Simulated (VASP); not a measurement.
# FeO (Wuestite) (R-3m) in VASP: settings compared

Aim: see how the results for FeO (Wuestite) move with the level of theory and the settings. Levels: PBE+rVV10+U, PBE+D3(BJ)+U, SCAN+D3(BJ)+U. Tasks: single point, atomic charges, core levels.

Program: VASP 6.6.1. These are calculated values, not measurements. Logs are shortened: lines on timing, memory, paths and dates and some standing lists are left out, and cuts for length are marked.

**1. The structure**

The structure is trigonal, space group R-3m (No. 166). Conventional cell: a = 3.038 Å, b = 3.038 Å, c = 7.559 Å, α = 90.00°, β = 90.00°, γ = 120.00°. Fe (site symmetry -3m) has 6 O at 2.16 Å as nearest neighbours. O (site symmetry -3m) has 6 Fe at 2.16 Å as nearest neighbours.

**2. Single point, PBE+rVV10+U, collinear spin, antiferromagnetic start (atoms moved at random, drawn with an rms of 0.15 Å)**

Contents of INCAR:

```
SYSTEM = FeO
PREC = Accurate
ENCUT = 520
EDIFF = 1E-6
ISMEAR = -1
SIGMA = 0.1
LREAL = .False.
LASPH = .True.
NELM = 120
ALGO = Normal
ISIF = 2
LWAVE = .False.
LCHARG = .False.
ISPIN = 2
MAGMOM = 3 -3 0 0
LORBIT = 11
LMAXMIX = 4
LDAU = .True.
LDAUTYPE = 2
LDAUL = 2 -1
LDAUU = 6 0
LDAUJ = 0 0
LDAUPRINT = 1
GGA = PE
LUSE_VDW = .True.
IVDW_NL = 2
BPARAM = 10.0
CPARAM = 0.0093
NBANDS = 32
```

Contents of KPOINTS:

```
regular mesh
0
Gamma
  2 2 2
  0 0 0
```

Contents of POSCAR:

```
FeO
1.0
   -1.5188209023     -0.8768916568      5.0391545692
    1.5188209023     -0.8768916568      5.0391545692
    0.0000000000      1.7537833136      5.0391545692
Fe O
2 2
Direct
    0.9918195000      0.0123265000      0.0050725000
    0.4918195000      0.5123265000      0.5050725000
    0.2612955000      0.2157125000      0.2576465000
    0.7612955000      0.7157125000      0.7576465000
```

Potentials or basis: VASP PAW PBE potentials, release 64 (Fe_pv, O).

The run is started by

```console
cat potpaw_PBE.64/Fe_pv/POTCAR potpaw_PBE.64/O/POTCAR > POTCAR
mpirun -np 1 vasp_std > vasp.out
```

OUTCAR:

```text
SYSTEM = FeO
   PREC = Accurate
   ENCUT = 520
   EDIFF = 1E-6
   ISMEAR = -1
   LREAL = .False.
   LASPH = .True.
   NELM = 120
   ISIF = 2
   ISPIN = 2
   LORBIT = 11
   GGA = PE
   IVDW_NL = 2
   BPARAM = 10.0

 ion  position               nearest neighbor table
   1  0.992  0.012  0.005-   4 2.01   4 2.12   4 2.15   3 2.18   3 2.21   3 2.31
   2  0.492  0.512  0.505-   3 2.01   3 2.12   3 2.15   4 2.18   4 2.21   4 2.31
   3  0.261  0.216  0.258-   2 2.01   2 2.12   2 2.15   1 2.18   1 2.21   1 2.31
   4  0.761  0.716  0.758-   1 2.01   1 2.12   1 2.15   2 2.18   2 2.21   2 2.31

  LATTYP: Found a trigonal (rhomboedric) cell.
 ALAT       =     5.3356194283
 COS(alpha) =     0.8379408951

  Lattice vectors:

 A1 = (  -1.5188209023,  -0.8768916568,   5.0391545692)
 A2 = (   1.5188209023,  -0.8768916568,   5.0391545692)
 A3 = (   0.0000000000,   1.7537833136,   5.0391545692)

Analysis of symmetry for initial positions (statically):
=====================================================================
 Subroutine PRICEL returns following result:

  LATTYP: Found a trigonal (rhomboedric) cell.
 ALAT       =     3.0698575869
 COS(alpha) =     0.5104391626
[... 12 lines left out ...]
 Subroutine GETGRP returns: Found  1 space group operations
 (whereof  1 operations were pure point group operations)
 out of a pool of 12 trial point group operations.

The static configuration has the point symmetry C_1 .

Analysis of symmetry for dynamics (positions and initial velocities):
=====================================================================
 Subroutine PRICEL returns following result:

  LATTYP: Found a trigonal (rhomboedric) cell.
 ALAT       =     3.0698575869
 COS(alpha) =     0.5104391626
[... 12 lines left out ...]
 Subroutine GETGRP returns: Found  1 space group operations
 (whereof  1 operations were pure point group operations)
 out of a pool of 12 trial point group operations.

The dynamic configuration has the point symmetry C_1 .

Analysis of structural, dynamic, and magnetic symmetry:
=====================================================================
 Subroutine PRICEL returns following result:

  LATTYP: Found a trigonal (rhomboedric) cell.
 ALAT       =     3.0698575869
 COS(alpha) =     0.5104391626
[... 12 lines left out ...]
 Subroutine GETGRP returns: Found  1 space group operations
 (whereof  1 operations were pure point group operations)
 out of a pool of 12 trial point group operations.

The overall configuration has the point symmetry C_1 .

 Subroutine INISYM returns: Found  1 space group operations
 (whereof  1 operations are pure point group operations),
 and found     2 'primitive' translations

----------------------------------------------------------------------------------------

                                     Primitive cell

  volume of cell :      20.1341

  direct lattice vectors                    reciprocal lattice vectors
     1.518820902 -0.876891657 -2.519577285     0.329202738 -0.190065290 -0.132297324
    -1.518820902 -0.876891657 -2.519577285    -0.329202738 -0.190065290 -0.132297324
     0.000000000  1.753783314 -2.519577285     0.000000000  0.380130579 -0.132297324

  length of vectors
     3.069857587  3.069857587  3.069857587     0.402494521  0.402494521  0.402494521

  position of ions in fractional coordinates (direct lattice)
     0.003108000  0.982601000  0.995854000
     0.481058000  0.526641000  0.522992000

[... 132 lines left out ...]
 -0.1409  0.0410  0.8814 -0.0867  0.0588
 -0.0263 -0.0103 -0.0867  0.0817 -0.0027
 -0.0094 -0.0342  0.0588 -0.0027  0.0648

 occupancies and eigenvectors

  o =  0.0259  v =  0.0000  0.0000  0.0000  0.0000  0.0000  0.6770 -0.2527  0.2042  0.5737 -0.3272      0.0000  0.0000  0.0000  0.0000  0.0000  0.0000  0.0000  0.0000  0.0000  0.0000
  o =  0.0276  v =  0.0000  0.0000  0.0000  0.0000  0.0000  0.2955  0.6210  0.0039  0.3004  0.6609      0.0000  0.0000  0.0000  0.0000  0.0000  0.0000  0.0000  0.0000  0.0000  0.0000
  o =  0.0979  v =  0.0000  0.0000  0.0000  0.0000  0.0000  0.3705 -0.6144  0.0130 -0.3794  0.5841      0.0000  0.0000  0.0000  0.0000  0.0000  0.0000  0.0000  0.0000  0.0000  0.0000
  o =  0.1123  v =  0.0000  0.0000  0.0000  0.0000  0.0000  0.5390  0.4133  0.0284 -0.6537 -0.3324      0.0000  0.0000  0.0000  0.0000  0.0000  0.0000  0.0000  0.0000  0.0000  0.0000
  o =  0.9195  v =  0.0000  0.0000  0.0000  0.0000  0.0000 -0.1631  0.0464  0.9784 -0.0969  0.0676      0.0000  0.0000  0.0000  0.0000  0.0000  0.0000  0.0000  0.0000  0.0000  0.0000
  o =  0.9482  v = -0.1319  0.0320  0.9854 -0.0942  0.0410  0.0000  0.0000  0.0000  0.0000  0.0000      0.0000  0.0000  0.0000  0.0000  0.0000  0.0000  0.0000  0.0000  0.0000  0.0000
  o =  0.9573  v = -0.5231 -0.4561 -0.0699 -0.4091 -0.5883  0.0000  0.0000  0.0000  0.0000  0.0000      0.0000  0.0000  0.0000  0.0000  0.0000  0.0000  0.0000  0.0000  0.0000  0.0000
  o =  0.9576  v =  0.5802 -0.4003  0.1551  0.4428 -0.5319  0.0000  0.0000  0.0000  0.0000  0.0000      0.0000  0.0000  0.0000  0.0000  0.0000  0.0000  0.0000  0.0000  0.0000  0.0000
  o =  0.9916  v =  0.3439 -0.6580  0.0045 -0.4369  0.5078  0.0000  0.0000  0.0000  0.0000  0.0000      0.0000  0.0000  0.0000  0.0000  0.0000  0.0000  0.0000  0.0000  0.0000  0.0000
  o =  0.9927  v = -0.5041 -0.4447 -0.0037  0.6609  0.3338  0.0000  0.0000  0.0000  0.0000  0.0000      0.0000  0.0000  0.0000  0.0000  0.0000  0.0000  0.0000  0.0000  0.0000  0.0000

atom =   2  type =  1  l = 2

 onsite density matrix

spin component  1

  0.0848 -0.0036 -0.1409 -0.0263 -0.0094
 -0.0036  0.0704  0.0410 -0.0103 -0.0342
 -0.1409  0.0410  0.8814 -0.0867  0.0588
 -0.0263 -0.0103 -0.0867  0.0817 -0.0027
 -0.0094 -0.0342  0.0588 -0.0027  0.0648

spin component  2

  0.9703  0.0002  0.0013 -0.0170 -0.0000
  0.0002  0.9792 -0.0003 -0.0006 -0.0167
  0.0013 -0.0003  0.9485  0.0007 -0.0004
 -0.0170 -0.0006  0.0007  0.9793  0.0002
 -0.0000 -0.0167 -0.0004  0.0002  0.9701

 occupancies and eigenvectors

  o =  0.0259  v =  0.6770 -0.2527  0.2042  0.5737 -0.3272  0.0000  0.0000  0.0000  0.0000  0.0000      0.0000  0.0000  0.0000  0.0000  0.0000  0.0000  0.0000  0.0000  0.0000  0.0000
  o =  0.0276  v =  0.2955  0.6210  0.0039  0.3004  0.6609  0.0000  0.0000  0.0000  0.0000  0.0000      0.0000  0.0000  0.0000  0.0000  0.0000  0.0000  0.0000  0.0000  0.0000  0.0000
  o =  0.0979  v =  0.3705 -0.6144  0.0130 -0.3794  0.5841  0.0000  0.0000  0.0000  0.0000  0.0000      0.0000  0.0000  0.0000  0.0000  0.0000  0.0000  0.0000  0.0000  0.0000  0.0000
  o =  0.1123  v =  0.5390  0.4133  0.0284 -0.6537 -0.3324  0.0000  0.0000  0.0000  0.0000  0.0000      0.0000  0.0000  0.0000  0.0000  0.0000  0.0000  0.0000  0.0000  0.0000  0.0000
  o =  0.9195  v = -0.1631  0.0464  0.9784 -0.0969  0.0676  0.0000  0.0000  0.0000  0.0000  0.0000      0.0000  0.0000  0.0000  0.0000  0.0000  0.0000  0.0000  0.0000  0.0000  0.0000
  o =  0.9482  v =  0.0000  0.0000  0.0000  0.0000  0.0000 -0.1319  0.0320  0.9854 -0.0942  0.0410      0.0000  0.0000  0.0000  0.0000  0.0000  0.0000  0.0000  0.0000  0.0000  0.0000
  o =  0.9573  v =  0.0000  0.0000  0.0000  0.0000  0.0000 -0.5231 -0.4561 -0.0699 -0.4091 -0.5883      0.0000  0.0000  0.0000  0.0000  0.0000  0.0000  0.0000  0.0000  0.0000  0.0000
  o =  0.9576  v =  0.0000  0.0000  0.0000  0.0000  0.0000  0.5802 -0.4003  0.1551  0.4428 -0.5319      0.0000  0.0000  0.0000  0.0000  0.0000  0.0000  0.0000  0.0000  0.0000  0.0000
  o =  0.9916  v =  0.0000  0.0000  0.0000  0.0000  0.0000  0.3439 -0.6580  0.0045 -0.4369  0.5078      0.0000  0.0000  0.0000  0.0000  0.0000  0.0000  0.0000  0.0000  0.0000  0.0000
  o =  0.9927  v =  0.0000  0.0000  0.0000  0.0000  0.0000 -0.5041 -0.4447 -0.0037  0.6609  0.3338      0.0000  0.0000  0.0000  0.0000  0.0000  0.0000  0.0000  0.0000  0.0000  0.0000

 number of electron      40.0000000 magnetization      -0.0000000

 Free energy of the ion-electron system (eV)
  ---------------------------------------------------
  ext. energy  EPLUGINS =         0.00000000
  ---------------------------------------------------
  free energy    TOTEN  =       -23.81968410 eV

  energy without entropy =      -23.81966672  energy(sigma->0) =      -23.81967541

 E-fermi :   7.8804     XC(G=0): -12.4008

 val. band max:        6.7409119218   @ k =   0.0000   0.5000   0.5000
 cond. band min:       8.9277899059   @ k =   0.0000   0.0000   0.0000
 fundamental gap:      2.1868779841
 Fermi energy:         7.8803731823

 Fermi energy:         7.8803731823

 spin component 2

 k-point     1 :       0.0000    0.0000    0.0000
  band No.  band energies     occupation
      1     -48.1150      1.00000
      2     -47.4487      1.00000
      3     -46.2354      1.00000
      4     -43.4508      1.00000
      5     -43.2236      1.00000
      6     -42.7106      1.00000
[... 269 lines left out ...]
     31      23.8226      0.00000
     32      23.9095      0.00000

------------------------ aborting loop because EDIFF is reached ----------------------------------------

  FORCE on cell =-STRESS in cart. coord.  units (eV):
  Direction    XX          YY          ZZ          XY          YZ          ZX
  --------------------------------------------------------------------------------------
  -------------------------------------------------------------------------------------
  Total        3.9851694      3.6431763     -0.9300680     -0.5328249     -0.1804228      0.2371444
  in kB      158.5608380    144.9537091    -37.0052947    -21.1998936     -7.1786136      9.4354372
  external PRESSURE =      88.8364174 kB  Pullay stress =       0.0000000 kB

 VOLUME and BASIS-vectors are now :
 -----------------------------------------------------------------------------
  energy-cutoff  :      520.00
  volume of cell :       40.27
      direct lattice vectors                 reciprocal lattice vectors
    -1.518820902 -0.876891657  5.039154569    -0.329202738 -0.190065290  0.066148662
     1.518820902 -0.876891657  5.039154569     0.329202738 -0.190065290  0.066148662
     0.000000000  1.753783314  5.039154569     0.000000000  0.380130579  0.066148662

 POSITION                                       TOTAL-FORCE (eV/Angst)
 -----------------------------------------------------------------------------------
     -1.48767     -0.87163      5.08561        -0.627342      0.187220     -0.586022
      0.03115      0.00526      7.60519        -0.627342      0.187220     -0.586022
     -0.06923      0.03357      3.70204         0.627342     -0.187220      0.586022
     -0.06923      0.03357     11.26077         0.627342     -0.187220      0.586022

  FREE ENERGIE OF THE ION-ELECTRON SYSTEM (eV)
  ---------------------------------------------------
  free  energy   TOTEN  =       -23.8196841006 eV

  energy  without entropy=      -23.8196667226  energy(sigma->0) =      -23.81967541

 total charge

# of ion       s       p       d       tot
------------------------------------------
    1        0.214   6.244   6.008  12.465
    2        0.214   6.244   6.008  12.465
    3        1.537   3.512   0.000   5.049
    4        1.537   3.512   0.000   5.049
--------------------------------------------------
tot          3.501  19.512  12.016  35.029

 magnetization (x)

# of ion       s       p       d       tot
------------------------------------------
    1        0.023   0.019   3.659   3.701
    2       -0.023  -0.019  -3.659  -3.701
    3        0.001  -0.029   0.000  -0.029
    4       -0.001   0.029   0.000   0.029
--------------------------------------------------
tot          0.000   0.000   0.000   0.000
```

It took 5.3 min on 1 thread of Intel Xeon Platinum 8559C (Emerald Rapids), shared host; peak memory 0.51 GiB.

These settings aren't checked as converged (typed here: k = 2 × 2 × 2): the numbers below hold their error.

What came out:

| Item | Value |
| --- | --- |
| Free energy | -23.8197 eV |
| Pressure | 8.9 GPa |
| Largest force | 0.879 eV/Å |
| Band gap on the k mesh | 2.19 eV |
| Net moment | 0.00 μB per cell |
| Site moments | Fe +3.70, -3.70; O -0.03, +0.03 μB |
| Valence electrons inside the program's atomic spheres | Fe 12.46; O 5.05 |

Caveat: the k mesh is coarse (spacing up to 1.21 Å⁻¹), so the values aren't converged.

**3. Atomic charges, PBE+D3(BJ)+U, collinear spin, ferromagnetic start**

This run uses another cell than the first one: it holds 6 atoms, not 4.

Contents of INCAR:

```
  ALGO = Fast
  EDIFF = 1E-7
  ENCUT = 900
  GGA = PE
  ISIF = 2
  ISMEAR = 0
  ISPIN = 2
  IVDW = 12
  LASPH = T
  LCHARG = T
  LDAU = T
  LDAUJ = 0 0
  LDAUL = 2 -1
  LDAUPRINT = 1
  LDAUTYPE = 2
  LDAUU = 1 0
  LELF = T
  LMAXMIX = 4
  LORBIT = 11
  LREAL = F
  LVHAR = T
  LWAVE = F
  MAGMOM = 3 3 3 0 0 0
  NELM = 100
  PREC = Accurate
  SIGMA = 0.05
```

Contents of FeO.cif:

```cif
data_FeO
_cell_length_a 3.03764180
_cell_length_b 3.03764180
_cell_length_c 7.55873185
_cell_angle_alpha 90.00000000
_cell_angle_beta 90.00000000
_cell_angle_gamma 120.00000000
_space_group_name_H-M_alt 'R-3m'
_space_group_name_Hall '-R 3 2"'
_space_group_IT_number 166
loop_
_space_group_symop_operation_xyz
'x,y,z'
'-x,-y,-z'
'-y,x-y,z'
'y,-x+y,-z'
'-x+y,-x,z'
'x-y,x,-z'
'y,x,-z'
'-y,-x,z'
'x-y,-y,-z'
'-x+y,y,z'
'-x,-x+y,-z'
'x,x-y,z'
'x+2/3,y+1/3,z+1/3'
'-x+2/3,-y+1/3,-z+1/3'
'-y+2/3,x-y+1/3,z+1/3'
'y+2/3,-x+y+1/3,-z+1/3'
'-x+y+2/3,-x+1/3,z+1/3'
'x-y+2/3,x+1/3,-z+1/3'
'y+2/3,x+1/3,-z+1/3'
'-y+2/3,-x+1/3,z+1/3'
'x-y+2/3,-y+1/3,-z+1/3'
'-x+y+2/3,y+1/3,z+1/3'
'-x+2/3,-x+y+1/3,-z+1/3'
'x+2/3,x-y+1/3,z+1/3'
'x+1/3,y+2/3,z+2/3'
'-x+1/3,-y+2/3,-z+2/3'
'-y+1/3,x-y+2/3,z+2/3'
'y+1/3,-x+y+2/3,-z+2/3'
'-x+y+1/3,-x+2/3,z+2/3'
'x-y+1/3,x+2/3,-z+2/3'
'y+1/3,x+2/3,-z+2/3'
'-y+1/3,-x+2/3,z+2/3'
'x-y+1/3,-y+2/3,-z+2/3'
'-x+y+1/3,y+2/3,z+2/3'
'-x+1/3,-x+y+2/3,-z+2/3'
'x+1/3,x-y+2/3,z+2/3'
loop_
_atom_site_label
_atom_site_type_symbol
_atom_site_symmetry_multiplicity
_atom_site_Wyckoff_symbol
_atom_site_fract_x
_atom_site_fract_y
_atom_site_fract_z
_atom_site_occupancy
Fe1 Fe 3 a 0.0000000000 0.0000000000 0.0000000000 1
O1 O 3 b 0.6666666667 0.3333333333 0.8333333333 1
```

Contents of KPOINTS:

```
k-points
0
Gamma
  10 10 4
```

Contents of POSCAR:

```
Fe O 
 1.0000000000000000
     3.0376417999999998    0.0000000000000000    0.0000000000000000
    -1.5188208999999993    2.6306749663974891    0.0000000000000000
     0.0000000000000000    0.0000000000000000    7.5587318500000000
 Fe  O  
   3   3
Cartesian
  0.0000000000000000  0.0000000000000000  0.0000000000000000
  1.5188209000000001  0.8768916554658297  2.5195772833333332
  0.0000000000000005  1.7537833109316594  5.0391545666666664
  1.5188209001518822  0.8768916553781405  6.2989432080813756
 -0.0000000001518816  1.7537833110193488  1.2597886419186242
  3.0376417998481178  0.0000000000876892  3.7793659252519576
```

Potentials or basis: VASP PAW PBE potentials, release 64 (Fe, O_h).

The run is started by

```console
ase convert -i cif -o vasp FeO.cif POSCAR
cat potpaw_PBE.64/Fe/POTCAR potpaw_PBE.64/O_h/POTCAR > POTCAR
mpirun -np 1 vasp_std > vasp.out
```

OUTCAR:

```text
EDIFF = 1E-7
   ENCUT = 900
   GGA = PE
   ISIF = 2
   ISMEAR = 0
   ISPIN = 2
   IVDW = 12
   LASPH = T
   LORBIT = 11
   LREAL = F
   NELM = 100
   PREC = Accurate
 IVDW          = 12

 ion  position               nearest neighbor table
   1  0.000  0.000  0.000-   4 2.16   5 2.16   4 2.16   5 2.16   4 2.16   5 2.16   2 3.07   3 3.07
                             3 3.07   2 3.07   2 3.07   3 3.07
   2  0.667  0.333  0.333-   5 2.16   5 2.16   5 2.16   6 2.16   6 2.16   6 2.16   3 3.07   3 3.07
                             3 3.07   1 3.07   1 3.07   1 3.07
   3  0.333  0.667  0.667-   4 2.16   6 2.16   6 2.16   4 2.16   4 2.16   6 2.16   2 3.07   2 3.07
[... 3049 lines left out ...]
      0.00000      0.00000      0.00000         0.000000      0.000000     -0.000000
      1.51882      0.87689      2.51958         0.000000      0.000000     -0.000000
      0.00000      1.75378      5.03915         0.000000      0.000000      0.000000
      1.51882      0.87689      6.29894        -0.000000      0.000000     -0.000000
     -0.00000      1.75378      1.25979        -0.000000     -0.000000      0.000000
      3.03764      0.00000      3.77937         0.000000     -0.000000     -0.000000
 -----------------------------------------------------------------------------------
    total drift:                                0.000000     -0.000000     -0.000000

  FREE ENERGIE OF THE ION-ELECTRON SYSTEM (eV)
  ---------------------------------------------------
  free  energy   TOTEN  =       -44.4312615950 eV

  energy  without entropy=      -44.4257086426  energy(sigma->0) =      -44.42848512

 total charge

# of ion       s       p       d       tot
------------------------------------------
    1        0.287   0.357   6.078   6.722
    2        0.287   0.357   6.078   6.722
    3        0.287   0.357   6.078   6.722
    4        1.040   2.308   0.000   3.348
    5        1.040   2.308   0.000   3.348
    6        1.040   2.308   0.000   3.348
--------------------------------------------------
tot          3.981   7.995  18.233  30.210

 magnetization (x)

# of ion       s       p       d       tot
------------------------------------------
    1        0.027   0.021   3.621   3.669
    2        0.027   0.021   3.621   3.669
    3        0.027   0.021   3.621   3.669
    4        0.027   0.190   0.000   0.217
    5        0.027   0.190   0.000   0.217
    6        0.027   0.190   0.000   0.217
--------------------------------------------------
tot          0.160   0.633  10.864  11.657
```

OSZICAR:

```text
N       E                     dE             d eps       ncg     rms          rms(c)
DAV:   1     0.535552085547E+03    0.53555E+03   -0.27540E+04  6032   0.255E+03
DAV:   2     0.747813429882E+02   -0.46077E+03   -0.43811E+03  6042   0.484E+02
DAV:   3    -0.408658958013E+02   -0.11565E+03   -0.10028E+03  9678   0.212E+02
[... 14 lines left out ...]
RMM:  18    -0.432433119011E+02    0.23887E-04   -0.48178E-06  6772   0.200E-02    0.488E-02
RMM:  19    -0.432435582077E+02   -0.24631E-03   -0.14804E-03 11938   0.320E-01    0.397E-02
RMM:  20    -0.432435456589E+02    0.12549E-04   -0.90191E-05  9863   0.809E-02    0.136E-02
RMM:  21    -0.432435576345E+02   -0.11976E-04   -0.15500E-05  8084   0.319E-02    0.123E-02
RMM:  22    -0.432435608032E+02   -0.31687E-05   -0.10851E-05  8103   0.263E-02    0.610E-03
RMM:  23    -0.432435608309E+02   -0.27689E-07   -0.76965E-07  6291   0.734E-03
   1 F= -.44431262E+02 E0= -.44428485E+02  d E =-.555295E-02  mag=    12.0043
```

It took 8.8 min on 1 thread of Intel Xeon Platinum 8559C (Emerald Rapids), shared host; peak memory 0.51 GiB.

What came out:

```yaml
Free_energy: -44.4313 eV
Pressure: -4.8 GPa
Band_gap_on_the_k_mesh: none (metal or under the smearing width)
Net_moment: 12.00 μB per cell
Site_moments: Fe +3.67; O +0.22 μB
Valence_electrons_inside_the_program's_atomic_spheres: Fe 6.72; O 3.35
Dispersion_energy_per_atom: -0.198 eV
```

Stress tensor (GPa, compression positive):
```
-4.36  0.00  0.00
 0.00 -4.36  0.00
 0.00  0.00 -5.59
```

Eigenvalues of the final occupation matrices:
| site | spin | trace | eigenvalues |
| --- | --- | --- | --- |
| site 1 d | 1 | 4.86 | 0.95 0.95 0.96 1.00 1.00 |
| site 1 d | 2 | 1.24 | 0.14 0.14 0.27 0.34 0.34 |
| site 2 d | 1 | 4.86 | 0.95 0.95 0.96 1.00 1.00 |
| site 2 d | 2 | 1.24 | 0.14 0.14 0.27 0.34 0.34 |
| site 3 d | 1 | 4.86 | 0.95 0.95 0.96 1.00 1.00 |
| site 3 d | 2 | 1.24 | 0.14 0.14 0.27 0.34 0.34 |

Caveat: the cutoff is under 1.25 times the usual one of these potentials, so pressure, stress and relaxed cells hold a basis-set (Pulay) error; only a ferromagnetic start was run, and an antiferromagnetic order may lie lower in energy; pairwise dispersion overbinds metals, which lowers pressure and volume.

(Part 1 of 2 ends here.)
